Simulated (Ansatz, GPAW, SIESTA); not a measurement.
# One calculation of Se, 3 ways

```xyz
3
Lattice="4.3662 0.0000 0.0000 -2.1831 3.7812 0.0000 0.0000 0.0000 4.9536" Properties=species:S:1:pos:R:3 pbc="T T T"
Se    1.6910    2.9289    0.0000
Se   -0.4921    0.8523    3.3024
Se    0.9841    0.0000    1.6512
```

Alike in all runs: task band structure; functional BLYP; k mesh 7 × 7 × 6; occupations fermi-dirac, width 0.05 eV; no spin polarisation; no spin-orbit coupling. Pressure is positive in compression and, in plane waves, holds the error of the finite cutoff, which Ansatz's Pulay term estimates and takes out. Gaps are the smaller of the mesh's and the band path's.

```csv
program and potentials,plane-wave cutoff (eV),notes,band gap (eV),pressure (GPa),largest force (eV/Å)
"Ansatz, Ansatz PAW",420,"potentials made for PBE, which Ansatz adapts in part; 16 valence electrons an atom on average",1.03,6.18,0.667
"SIESTA, files PseudoDojo sr-pbe-0.4.1-standard, DZP (energy shift 0.003 Ry; two zetas on semicore shells)",-,atomic basis; potentials made for PBE; 16 valence electrons an atom on average,0.83,9.74,1.749
"GPAW, PAW data sets generated for this functional",600,6 valence electrons an atom on average,?,?,?
```

Problem. Estimate from the other rows what the run with GPAW, PAW data sets generated for this functional gave.

Solution. Band gap 1.01 eV; pressure 6.22 GPa; largest force 0.690 eV/Å. The other rows, which needn't bracket it: band gap 0.83 to 1.03; pressure 6.18 to 9.74; largest force 0.667 to 1.749.
